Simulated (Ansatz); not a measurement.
# ZnS (F-43m): the equilibrium volume

Aim: the volume at which the pressure of ZnS (F-43m) vanishes.

Program: Ansatz 0.2.0. Level of theory: DFT PBEsol, scalar-relativistic, plane waves, PAW. These are calculated values, not measurements.

3 further runs of the same task are left out: 3 set aside as unsound or not needed.

## 1. The starting structure

The structure is cubic, space group F-43m (No. 216). Conventional cell: a = 5.387 Å, b = 5.387 Å, c = 5.387 Å, α = 90.00°, β = 90.00°, γ = 90.00°. Around Zn (site symmetry -43m) lie 4 S at 2.33 Å. Around S (site symmetry -43m) lie 4 Zn at 2.33 Å.

Coordinates:

```xyz
2
Lattice="0.0000 2.6937 2.6937 2.6937 0.0000 2.6937 2.6937 2.6937 0.0000" Properties=species:S:1:pos:R:3 pbc="T T T"
Zn    0.0000    0.0000    0.0000
S     1.3468    1.3468    1.3468
```

## 2. The first run (PBEsol, 6×6×6 mesh)

File input.yaml:

```yaml
crystal:
  lattice:
    - [0.0, 2.6936828773, 2.6936828773]
    - [2.6936828773, 0.0, 2.6936828773]
    - [2.6936828773, 2.6936828773, 0.0]
  atoms:
    - { symbol: Zn, position: [0.0, 0.0, 0.0] }
    - { symbol: S, position: [0.25, 0.25, 0.25] }
basis:
  ecutwfc: 420
kpoints:
  mp_grid: { grid: [6, 6, 6] }
hamiltonian:
  xc: pbesol
scf:
  occupations: { method: gaussian, width: 0.1 }
output:
  forces: true
  stress: true
  eigenvalues: true
```

On the command line:

```sh
$ ansatz run input.yaml --threads 8 --pin off --max-ram 16384MiB --backend cpu --events-out ev --progress --plain --runs-dir out
```

Further steps of the session: Relaxing cell and atoms.

What does the calculation give? Wanted: volume; pressure; conventional cell; gap on the mesh.

As calculated:

| quantity | value |
| --- | --- |
| volume | 19.207 Å³/atom |
| pressure | 0.02 GPa |
| conventional cell | a = 5.356 Å, b = 5.356 Å, c = 5.356 Å, α = 90.00°, β = 90.00°, γ = 90.00° |
| gap on the mesh | 2.09 eV |

What this shows: From the first run shown, the volume went from 19.55 to 19.21 Å³/atom (-1.7 %) in 2 runs, where the pressure is zero within 0.02 GPa.

These are semilocal Kohn-Sham gaps, which aren't the measured quantity. Such gaps usually fall short of the measured ones.
